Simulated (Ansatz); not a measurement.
**1T-PbSTe monolayer in a perpendicular field**

Wanted: the out-of-plane response of the 1T-PbSTe monolayer. A positive field points along +c.

Main program and level: Ansatz 0.2.0; plane-wave DFT, PBE-D3(BJ), Ansatz PAW, in the first sound run; inputs show where later runs differ.

### 1. Starting point

The cell holds 3 atoms: 1 Te, 1 Pb and 1 S. Cell: a = 3.646 Å, b = 3.646 Å, c = 36.633 Å, α = 90.0°, β = 90.0°, γ = 120.0°. Vacuum lies along c.

### 2. Relaxing the slab

The starting cell is a guess, so the in-plane lattice and the atoms are relaxed first, with the slab cut off from its images along the normal.

input.yaml reads:

```yaml
crystal:
  lattice:
    - [3.645692, 0.0, 0.0]
    - [-1.822846, 3.1572618864, 0.0]
    - [0.0, 0.0, 36.6327315422]
  atoms:
    - { symbol: Te, position: [0.6666666667, 0.3333333333, 0.461336059] }
    - { symbol: Pb, position: [0.0, 0.0, 0.5081060458] }
    - { symbol: S, position: [0.3333333333, 0.6666666667, 0.538663941] }
  periodic: [true, true, false]
kpoints:
  mp_grid: { grid: [12, 12, 1] }
hamiltonian:
  xc: pbe
  dispersion: d3bj
scf:
  occupations: { method: fermi_dirac, width: 0.05 }
  convergence: { dr2_threshold: 1.0e-09 }
relax:
  f_tol: 0.004
  max_steps: 90
  cell: {}
output:
  write_potential: true
  write_density: true
  volumetric_format: npy
```

Command:

```console
ansatz run input.yaml --threads 2 --pin off --max-ram 3072MiB --backend cpu --events-out ev --progress --plain --runs-dir out
```

Numbers of over 12 decimals in the logs are rounded to 6 here.

Output:

```text
Warning: relax.cell: scf.convergence.dr2_threshold = 1e-9 eV is looser than the 1.82172591607e-10 eV advised for a relaxation that steers and ends on the stress (1e-10 eV for each atom of the cell: 3, times the square of relax.cell.stress_2d_tol = 0.05 N/m over 12.8 Å (the atoms' height at the walk's start and 5 Å past either face), 3.896e-2 GPa, over a crystal's default 0.05). What an SCF threshold leaves in a stress goes as its square root, and in the free energy as the threshold itself, and one threshold admits the most on a small cell: [figures from the program's tests cut] Set scf.convergence.dr2_threshold to 1.82172591607e-10 eV or tighter. [rest of the remark cut]
Engine: ansatz 0.2.0, x86_64-unknown-linux-gnu
Pseudopotentials: kind: paw
Pseudopotential: Te, paw, valence charge 16, recommended cutoff 420 eV (normal), Te.paw.azcp
Pseudopotential: Pb, paw, valence charge 14, recommended cutoff 420 eV (normal), Pb.paw.azcp
Pseudopotential: S, paw, valence charge 6, recommended cutoff 420 eV (normal), S.paw.azcp
Functional definition: PBE
  parameter kappa = 0.804
  parameter beta = 0.066725
  exchange = pbe_x(kappa = kappa, mu = beta*pi^2/3)
  correlation = pbe_c(beta = beta)
Crystal: 3 atoms, lattice volume = 421.658 Å³
Basis set: ecut = 420 eV, 8103 PW (Γ), exchange–correlation on 50×50×500 points (8 copies of the dense FFT grid, shifted against one another)
Bands: 22, of which v1, the nominal top of the filled ones, is band 18 counted from 1 (17 counted from 0)
Symmetry: 6 space group operations
Space group: P3m1 (ITA 156), of the structure as read, at distance tolerance 7.5e-5 Å
k-points: 19 of 144 (time reversal used)
Non-local potential: Te, projectors of the file, l = 0: 2, l = 1: 2, l = 2: 2, l = 3: 2
Non-local potential: Pb, projectors of the file, l = 0: 2, l = 1: 2, l = 2: 2, l = 3: 2
Non-local potential: S, projectors of the file, l = 0: 2, l = 1: 2, l = 2: 2
PAW form: soft (Blöchl's): semilocal exchange-correlation on the pseudo side does not see the compensation charge
PAW one-centre angular grid: Te, 590 points (default); XC on 64 Gauss nodes
PAW one-centre angular grid: Pb, 590 points (default); XC on 64 Gauss nodes
PAW one-centre angular grid: S, 110 points (default); XC on 64 Gauss nodes
Initial density: superposition of atomic densities (neutral atoms: chi_scale 0, normalization atom), corrected by the library's trained network
Initial wavefunctions: pseudopotential atomic-orbital guess
Functional: x = pbe(κ = 0.804, μ = 0.219515), c = pbe(β = 0.066725)
SCF iter   1: F=—  HF=-19786.151582 eV  |F-HF|=—  |Δ(HF+E_count)|=         —  Δρ=1.14e-3  dr2=6.26e-3  ethr=1.77e-3  ⟨swp⟩=21.6  Hψ=4703  notcnv=0
preconditioner: auto → LDOS  [metal: Δε(μ)=0.061 eV  Ē_g=14.488 eV  σ=0.050 eV  W_gap=0.28  n_scr=20 (ndim 8)  ℏωp=9.2 eV  f_vac=0.808  D(μ)=1.51/eV (n_scr^D=8)  β→1.0]
SCF iter   2: F=—  HF=-19786.154602 eV  |F-HF|=—  |Δ(HF+E_count)|=   3.02e-3  Δρ=5.72e-4  dr2=2.69e-3  ethr=1.74e-5  ⟨swp⟩=4.9  Hψ=1464  notcnv=0
SCF iter   3: F=—  HF=-19786.154152 eV  |F-HF|=—  |Δ(HF+E_count)|=   4.50e-4  Δρ=1.96e-4  dr2=2.74e-4  ethr=7.48e-6  ⟨swp⟩=2.7  Hψ=852  notcnv=0
SCF iter   4: F=—  HF=-19786.154125 eV  |F-HF|=—  |Δ(HF+E_count)|=   2.70e-5  Δρ=3.34e-5  dr2=4.81e-6  ethr=7.61e-7  ⟨swp⟩=2.9  Hψ=885  notcnv=0
SCF iter   5: F=—  HF=-19786.154119 eV  |F-HF|=—  |Δ(HF+E_count)|=   6.31e-6  Δρ=1.22e-5  dr2=1.01e-6  ethr=1.34e-8  ⟨swp⟩=4.1  Hψ=1024  notcnv=0
SCF iter   6: F=—  HF=-19786.154103 eV  |F-HF|=—  |Δ(HF+E_count)|=   1.58e-5  Δρ=4.44e-6  dr2=1.53e-7  ethr=2.80e-9  ⟨swp⟩=3.0  Hψ=913  notcnv=0
SCF iter   7: F=—  HF=-19786.154103 eV  |F-HF|=—  |Δ(HF+E_count)|=   8.32e-8  Δρ=1.45e-6  dr2=4.47e-8  ethr=4.25e-10  ⟨swp⟩=2.7  Hψ=808  notcnv=0
SCF iter   8: F=—  HF=-19786.154103 eV  |F-HF|=—  |Δ(HF+E_count)|=   8.65e-9  Δρ=3.97e-7  dr2=2.61e-9  ethr=1.24e-10  ⟨swp⟩=3.4  Hψ=779  notcnv=0
SCF iter   9: F=-19786.154103 eV  HF=-19786.154103 eV  |F-HF|=1.71e-9  |Δ(HF+E_count)|=   5.97e-9  Δρ=1.67e-7  dr2=1.56e-10  ethr=2.78e-12  ⟨swp⟩=13.1  Hψ=3585  notcnv=0
SCF 1 converged in 9 iterations: F = -19786.154103 eV  dr2 = 1.56e-10
  greatest PAW one-centre occupation: 0.998 electrons in one spin orbital (limit 2), on the Te atom at site 0 (counted from 0), in its partial waves of l = 2
relax step   1: F+E_penalty+E_count = -19786.15410304 eV  Δ(F+E_penalty+E_count) = +0.000e0 eV  max|allowed force component| = 6.030e0 eV/Å  Δτ_max = 0.0000 Å  P = +22.196 N/m  Ω = 421.658 Å³  fix = [c, alpha, beta]  reactions: c +0.000 N/m  (9 SCF iters, accepted)
Crystal: 3 atoms, lattice volume = 429.642 Å³
Basis set: ecut = 420 eV, 8427 PW (Γ), exchange–correlation on 50×50×500 points (8 copies of the dense FFT grid, shifted against one another)
Initial density: handed on by an earlier stage of this run
Initial wavefunctions: those handed on with the density
iter 1 solved again at ethr=4.02e-4 eV; its pass at ethr=3.10e-3 eV (dr2=1.45e-1 eV) is discarded
SCF iter   1: F=—  HF=-19787.957056 eV  |F-HF|=—  |Δ(HF+E_count)|=         —  Δρ=3.94e-3  dr2=1.45e-1  ethr=4.02e-4  ⟨swp⟩=2.2  Hψ=3978  notcnv=0
preconditioner: auto → LDOS  [metal: Δε(μ)=0.032 eV  Ē_g=13.878 eV  σ=0.050 eV  W_gap=0.16  n_scr=20 (ndim 8)  ℏωp=9.1 eV  f_vac=0.798  D(μ)=1.58/eV (n_scr^D=8)  β→1.0]
SCF iter   2: F=—  HF=-19787.942178 eV  |F-HF|=—  |Δ(HF+E_count)|=   1.49e-2  Δρ=1.78e-3  dr2=2.46e-2  ethr=4.02e-4  ⟨swp⟩=4.3  Hψ=1011  notcnv=0
SCF iter   3: F=—  HF=-19787.936763 eV  |F-HF|=—  |Δ(HF+E_count)|=   5.42e-3  Δρ=6.65e-4  dr2=6.45e-3  ethr=6.84e-5  ⟨swp⟩=3.3  Hψ=885  notcnv=0
SCF iter   4: F=—  HF=-19787.935725 eV  |F-HF|=—  |Δ(HF+E_count)|=   1.04e-3  Δρ=1.91e-4  dr2=6.56e-4  ethr=1.79e-5  ⟨swp⟩=2.8  Hψ=713  notcnv=0
SCF iter   5: F=—  HF=-19787.935657 eV  |F-HF|=—  |Δ(HF+E_count)|=   6.77e-5  Δρ=4.66e-5  dr2=2.56e-5  ethr=1.82e-6  ⟨swp⟩=2.9  Hψ=812  notcnv=0
SCF iter   6: F=—  HF=-19787.935672 eV  |F-HF|=—  |Δ(HF+E_count)|=   1.52e-5  Δρ=1.54e-5  dr2=1.18e-6  ethr=7.10e-8  ⟨swp⟩=3.5  Hψ=941  notcnv=0
SCF iter   7: F=—  HF=-19787.935659 eV  |F-HF|=—  |Δ(HF+E_count)|=   1.29e-5  Δρ=4.26e-6  dr2=1.06e-7  ethr=3.27e-9  ⟨swp⟩=3.1  Hψ=915  notcnv=0
SCF iter   8: F=—  HF=-19787.935660 eV  |F-HF|=—  |Δ(HF+E_count)|=   1.67e-7  Δρ=1.26e-6  dr2=6.71e-9  ethr=2.93e-10  ⟨swp⟩=3.6  Hψ=989  notcnv=0
SCF iter   9: F=-19787.935660 eV  HF=-19787.935660 eV  |F-HF|=2.66e-9  |Δ(HF+E_count)|=   4.68e-8  Δρ=3.71e-7  dr2=6.11e-10  ethr=2.78e-12  ⟨swp⟩=13.5  Hψ=3776  notcnv=0
SCF 2 converged in 9 iterations: F = -19787.935660 eV  dr2 = 6.11e-10
[...]
SCF 3 converged in 10 iterations: F = -19788.734413 eV  dr2 = 7.60e-10
relax step   3: F+E_penalty+E_count = -19788.73441276 eV  Δ(F+E_penalty+E_count) = -7.988e-1 eV  max|allowed force component| = 1.023e0 eV/Å  Δτ_max = 0.1662 Å  P = +4.268 N/m  Ω = 446.830 Å³  energy of the carried Pulay correction = -6.744e-4 eV  fix = [c, alpha, beta]  reactions: c +0.000 N/m  (10 SCF iters, accepted)
[...]
relax step   4: F+E_penalty+E_count = -19788.90041654 eV  Δ(F+E_penalty+E_count) = -1.660e-1 eV  max|allowed force component| = 5.363e-1 eV/Å  Δτ_max = 0.0766 Å  P = +1.198 N/m  Ω = 463.177 Å³  energy of the carried Pulay correction = -1.092e-3 eV  fix = [c, alpha, beta]  reactions: c +0.000 N/m  (10 SCF iters, accepted)
[...]
relax step   5: F+E_penalty+E_count = -19788.97490589 eV  Δ(F+E_penalty+E_count) = -7.449e-2 eV  max|allowed force component| = 2.282e-2 eV/Å  Δτ_max = 0.2000 Å  P = -0.859 N/m  Ω = 466.961 Å³  energy of the carried Pulay correction = -1.186e-3 eV  fix = [c, alpha, beta]  reactions: c -0.000 N/m  (10 SCF iters, accepted)
[...]
relax step   6: F+E_penalty+E_count = -19788.98306597 eV  Δ(F+E_penalty+E_count) = -8.160e-3 eV  max|allowed force component| = 5.975e-2 eV/Å  Δτ_max = 0.0167 Å  P = -0.475 N/m  Ω = 459.246 Å³  energy of the carried Pulay correction = -9.929e-4 eV  fix = [c, alpha, beta]  reactions: c -0.000 N/m  (8 SCF iters, accepted)
[...]
relax step   7: F+E_penalty+E_count = -19788.98649371 eV  Δ(F+E_penalty+E_count) = -3.428e-3 eV  max|allowed force component| = 2.521e-2 eV/Å  Δτ_max = 0.0246 Å  P = +0.027 N/m  Ω = 450.718 Å³  energy of the carried Pulay correction = -7.751e-4 eV  fix = [c, alpha, beta]  reactions: c +0.000 N/m  (8 SCF iters, accepted)
[...]
relax step   8: F+E_penalty+E_count = -19788.98654192 eV  Δ(F+E_penalty+E_count) = -4.821e-5 eV  max|allowed force component| = 2.342e-3 eV/Å  Δτ_max = 0.0024 Å  P = +0.005 N/m  Ω = 451.053 Å³  energy of the carried Pulay correction = -7.838e-4 eV  fix = [c, alpha, beta]  reactions: c +0.000 N/m  (6 SCF iters, accepted)
Basis set: ecut = 420 eV, 8835 PW (Γ), exchange–correlation on 54×54×500 points (8 copies of the dense FFT grid, shifted against one another)
Initial wavefunctions: pseudopotential atomic-orbital guess (no wavefunctions were taken with the density)
iter 1 solved again at ethr=1.47e-6 eV; its pass at ethr=3.10e-3 eV (dr2=5.30e-4 eV) is discarded
SCF iter   1: F=—  HF=-19788.984908 eV  |F-HF|=—  |Δ(HF+E_count)|=         —  Δρ=1.06e-4  dr2=1.95e-6  ethr=1.47e-6  ⟨swp⟩=5.4  Hψ=4935  notcnv=0
eigensolver tolerance schedule: the retry pair's looser diagonalisation over-reported the residual by 271.43 of it (diagonalisation noise at 0.15 of the residual, at the tolerance the schedule requests for it); recorded, not acted on — ethr = c·dr2/N_el stays at c = 1.0e-1
preconditioner: auto → LDOS  [metal: Δε(μ)=0.103 eV  Ē_g=12.572 eV  σ=0.050 eV  W_gap=0.44  n_scr=20 (ndim 8)  ℏωp=8.9 eV  f_vac=0.777  D(μ)=2.67/eV (n_scr^D=12)  β→1.0]
SCF iter   2: F=—  HF=-19788.987182 eV  |F-HF|=—  |Δ(HF+E_count)|=   2.27e-3  Δρ=9.95e-6  dr2=4.66e-7  ethr=5.41e-9  ⟨swp⟩=4.2  Hψ=1211  notcnv=0
SCF iter   3: F=—  HF=-19788.987175 eV  |F-HF|=—  |Δ(HF+E_count)|=   7.54e-6  Δρ=3.78e-6  dr2=3.52e-8  ethr=1.29e-9  ⟨swp⟩=2.3  Hψ=767  notcnv=0
SCF iter   4: F=—  HF=-19788.987181 eV  |F-HF|=—  |Δ(HF+E_count)|=   6.69e-6  Δρ=8.25e-7  dr2=3.58e-9  ethr=9.78e-11  ⟨swp⟩=3.9  Hψ=1145  notcnv=0
SCF iter   5: F=-19788.987182 eV  HF=-19788.987182 eV  |F-HF|=1.46e-8  |Δ(HF+E_count)|=   4.88e-7  Δρ=3.14e-7  dr2=6.10e-10  ethr=2.78e-12  ⟨swp⟩=17.5  Hψ=3981  notcnv=0
SCF 9 converged in 5 iterations: F = -19788.987182 eV  dr2 = 6.10e-10
relax step   9: F+E_penalty+E_count = -19788.98718178 eV  Δ(F+E_penalty+E_count) = -6.399e-4 eV  max|allowed force component| = 2.357e-3 eV/Å  Δτ_max = 0.0000 Å  P = +0.001 N/m  Ω = 451.053 Å³  fix = [c, alpha, beta]  reactions: c +0.000 N/m  stress off target by 1.39e-3 N/m on what of the cell is left free  SCF on the basis re-selected at this cell (its energy is not comparable with the rows above)  (5 SCF iters)
basis re-selected at this cell: Δ(F+E_penalty+E_count) = -6.399e-4 eV, ΔP = -0.004 N/m vs the last step (what re-selecting the basis moved, of the pressure what is left beyond the Pulay correction that the steps carried, after the strain that the cell walked since its last selection, with what the two solves' SCF thresholds leave and, on support functions, any second-order correction that the steps lacked; it is no measure of the basis error at this ecutwfc). The dense FFT grid was sized anew with the basis: this SCF ran on 27×27×250 points, the steps before it on 25×25×250, so part of this shift can come from that change (see relax.cell in the input reference). [rest of the remark cut]
WARN: The input density's exchange-correlation potential varies sharply where the density is thin. Do not read a vacuum level from v_tot or v_xc, or from such a field of the output density. On a cell that repeats whose density bears no net charge and no dipole along the vacuum's axis use v_es (v_loc + v_h of the components); under efield.dipole_correction with no amplitude use v_es + v_field, which holds any external [...]
SCF converged after 5 iterations
Free energy (F): -19788.987182 eV
Harris-Foulkes:  -19788.987182 eV  (|F-HF|=1.46e-8)
Internal energy: -19788.964793 eV  (E = F + TS)
E sigma→0 (E₀):  -19788.975987 eV
Entropy (-TS):   -0.022389 eV (-7.463 meV/atom)
Fermi energy:    -5.582254 eV
--- Per-component energies (eV) ---
  E_band       = -811.087934
  E_kinetic    = 574.147369
  E_local      = -71612.778861  (includes V_loc(G=0)·N_el)
  E_nonlocal   = 69.130606
  E_hartree    = 35600.616587
  E_xc         = -440.036617
  E_vxc        = -321.171067  (∫ρ·V_xc dr)
  E_paw        = -15669.502055  (= ΣΔE_a)
  E_vpaw       = -721.649473  (= ΣTr[D̂ρ^β])
  E_aug_tail   = -0.000136  (compensation charges beyond the density's cutoff)
  E_ewald      = 31690.254202
  E_disp       = -0.795887  (pairwise vdW)
  E_smearing   = -0.022389  (= −TS)
  E_closure    = -0.000000  (closes the sum)
  Σ components = -19788.987182   (vs F -19788.987182, Δ=0.00e0)
--- Forces (eV/Å), atoms counted from 1 ---
  atom   1  Te     0.00000000    -0.00000000    -0.00235408
  atom   2  Pb     0.00000000     0.00000000     0.00226196
  atom   3  S      0.00000000    -0.00000000     0.00010184
  max |Σ_I F_I| component: 9.71e-6 eV/Å
--- 2D stress c σ (N/m, compression-positive) ---
        0.001386       0.000000      -0.000000
        0.000000       0.001386      -0.000000
       -0.000000      -0.000000       0.000000
  P = ½ c Tr σ = 0.0014 N/m
--- Band table (eV; the first three rows and the last of 19) ---
  k-point 0: bands = [... 14 lower, -6.4447, -6.4447, -5.4631, -4.2456, -4.2456, -2.1490, -0.6380, -0.5368]
  k-point 1: bands = [... 14 lower, -6.8940, -6.5265, -5.3439, -4.7030, -4.3621, -1.8688, -1.0587, -0.4892]
  k-point 2: bands = [... 14 lower, -7.4900, -6.7401, -6.0768, -4.9493, -4.6443, -2.0106, -1.1409, -0.3955]
  k-point 18: bands = [... 14 lower, -8.7466, -8.6721, -7.5070, -6.5843, -6.1449, -2.4044, -2.1711, -0.5837]
  the weakly bound empty levels are not read free of the cell's end (no_gap_told)
--- Relaxed structure (8 steps of the walk, 8 accepted, 1 SCFs on fresh bases) ---
  F+E_penalty+E_count = -19788.98718178 eV   max|allowed force component| = 2.357e-3 eV/Å   (the final SCF, on the basis selected at the relaxed cell)
  cell:  # Å, volume = 451.0534 Å³
    - [3.770631, 0, 0]
    - [-1.885315, 3.265462, 0]
    - [0, 0, 36.6327315422]
  atoms:
    - { symbol: Te, position: [0.666667, 0.333333, 0.443119] }
    - { symbol: Pb, position: [7.006855203782272e-19, 1.4013710407564546e-18, 0.511370] }
    - { symbol: S, position: [0.333333, 0.666667, 0.553618] }
```

Run time: 34 s. Hardware: 2 threads of AMD EPYC 9R45, shared host; peak memory 0.76 GiB.

Relaxation path:

```tsv
step	energy less that of the first step (eV)	largest force component (eV/Å)	volume (Å³)
1	0.0000	6.0297	421.66
2	-1.7816	3.1942	429.64
3	-2.5803	1.0229	446.83
4	-2.7463	0.5363	463.18
5	-2.8208	0.0228	466.96
6	-2.8290	0.0597	459.25
7	-2.8324	0.0252	450.72
8	-2.8324	0.0023	451.05
9*	-2.8331	0.0024	451.05
```

Relaxation steps marked * repeat the geometry before them on a plane-wave basis chosen anew for their cell, so energy and pressure can jump there.

Forces are held to the 6 operations that the run works with; a distortion that breaks them can't arise in this run.

```tsv
cell as run	before	after	change
a (Å)	3.646	3.771	+3.4 %
b (Å)	3.646	3.771	+3.4 %
```

The atoms that moved most (Å, along periodic axes as changes of fractional coordinates times the final cell, across vacuum about the mean position):

```tsv
atom	dx	dy	dz	length
Te1	0.000	0.000	-0.667	0.667
S3	0.000	0.000	0.548	0.548
Pb2	0.000	0.000	0.120	0.120
```

Final coordinates:

```xyz
3
Lattice="3.7706 0.0000 0.0000 -1.8853 3.2655 0.0000 0.0000 0.0000 36.6327" Properties=species:S:1:pos:R:3
Te    1.8853    1.0885   16.2326
Pb    0.0000    0.0000   18.7329
S     0.0000    2.1770   20.2805
```

Numbers from this step:

```
energy at zero smearing : -19788.9760 eV
```

The lattice constant a goes from 3.646 to 3.771 Å.

[end of part 1 of 3]

[Logs are printed without paths, hosts, clocks, repeated set-up lines and the standing remarks that a program may print on its own settings, such as how far it seeks lower states.]

[Hosts, paths, dates, database ids (printed as entryN), source tags and the programs' standing remarks are cut or masked in the printed files.]

[Maps of the electrostatic potential energy from Ansatz leave out the sawtooth potential of an applied field or a dipole correction, so their vacuum need not be flat; planar profiles and work functions include it.]
